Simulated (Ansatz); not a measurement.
**Ta under strains and displacements**

Computed with DFT PBE, scalar-relativistic, plane waves, PAW (Ansatz).

Settings: cutoff 420 eV, Γ-centred mesh 18×18×18 on the computed 1-atom cell, Gaussian smearing of 0.10 eV; no spin polarisation.

Reference cell:

```yaml
crystal:
  lattice:
    - [0.00000, 2.11000, 2.11000]
    - [2.11000, 0.00000, 2.11000]
    - [2.11000, 2.11000, 0.00000]
  atoms:
    - { symbol: Ta, position: [0.00000, 0.00000, 0.00000] }
```

Each variant moves atoms of this cell by the vectors given, if any (Å), and then applies a symmetric strain (tensor components, Cartesian axes). The reference cell isn't relaxed at this level. Energies are per atom at zero smearing, counted from the reference cell. Pressure is positive in compression.

1. strain (xx yy zz yz xz xy, %) 0.30 0.30 0.30 0.00 0.00 0.00
2. strain (xx yy zz yz xz xy, %) 0.10 0.10 0.10 0.00 0.00 0.00
3. strain (xx yy zz yz xz xy, %) 3.38 3.38 3.38 0.00 0.00 0.00
4. strain (xx yy zz yz xz xy, %) -0.53 -0.53 -0.53 0.00 0.00 0.00
5. strain (xx yy zz yz xz xy, %) 2.84 2.84 2.84 0.00 0.00 0.00
6. strain (xx yy zz yz xz xy, %) 3.26 3.26 3.26 0.00 0.00 0.00
7. strain (xx yy zz yz xz xy, %) 0.14 0.14 0.14 0.00 0.00 0.00
8. strain (xx yy zz yz xz xy, %) -1.78 -1.78 -1.78 0.00 0.00 0.00
9. strain (xx yy zz yz xz xy, %) -1.83 -1.83 -1.83 0.00 0.00 0.00
10. strain (xx yy zz yz xz xy, %) -0.83 -0.83 -0.83 0.00 0.00 0.00

The reference cell has pressure 0.41 GPa, largest force 0.000 eV/Å and gap none (metal).

| result | ΔE (meV/atom) | P (GPa) |
| --- | --- | --- |
| A | 94.0 | -15.03 |
| B | -0.1 | -0.15 |
| C | 36.1 | 11.77 |
| D | 71.6 | -13.38 |
| E | 3.7 | 3.56 |
| F | 100.5 | -15.46 |
| G | 38.1 | 12.10 |
| H | 8.3 | 5.38 |
| I | 0.4 | -1.27 |
| J | 0.0 | -0.39 |

(1) Which variant gave which result?

Spin-orbit coupling is left out, which matters for the bands of heavy elements.

Answers

(1) A is 6, B is 2, C is 8, D is 5, E is 4, F is 3, G is 9, H is 10, I is 1, J is 7. The pressure falls as the cell grows: from the smallest volume to the largest the variants are 9, 8, 10, 4, 2, 7, 1, 5, 6, 3.

This fcc form isn't the element's structure at ambient conditions.